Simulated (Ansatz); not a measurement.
**Moving the functional in CsPbCl3**

The cell as given:

Space group Pm-3m (No. 221). a = 5.605 Å, b = 5.605 Å, c = 5.605 Å, α = 90.00°, β = 90.00°, γ = 90.00°
| atom | site | symmetry | x | y | z |
| --- | --- | --- | --- | --- | --- |
| Pb | 1b | m-3m | 0.5000 | 0.5000 | 0.5000 |
| Cs | 1a | m-3m | 0.0000 | 0.0000 | 0.0000 |
| Cl | 3c | 4/mm.m | 0.5000 | 0.0000 | 0.5000 |

The cell comes from a database or a generator and needn't be the form met in nature.

Kept alike: task relaxation of cell and atoms; k mesh 5 × 5 × 5; occupations fermi-dirac, width 0.05 eV; no spin polarisation. Program: Ansatz, Ansatz PAW. Cutoffs run from 420 to 500 eV. The mesh is that of the run's cell of 5 atoms. No spin-orbit coupling.

| run | volume (Å³/atom) |
| --- | --- |
| A | 36.459 |
| B | 35.415 |
| C | 37.688 |
| D | 33.536 |

The relaxations keep at least the cell's symmetry (Pm-3m). Relaxations stop with a little pressure left, so the last digits of a volume or edge aren't settled. All rows use potentials made for PBE.

Question: The runs differ in the functional (and the cutoff that goes with it) alone: LDA; PBE; PBEsol; r2SCAN. Which run is which?

Answer: Run A is r2SCAN; run B is PBEsol; run C is PBE; run D is LDA. The volume runs from 33.536 (LDA) to 37.688 Å³/atom (PBE). From PBE: LDA -4.152; PBEsol -2.273; r2SCAN -1.229.
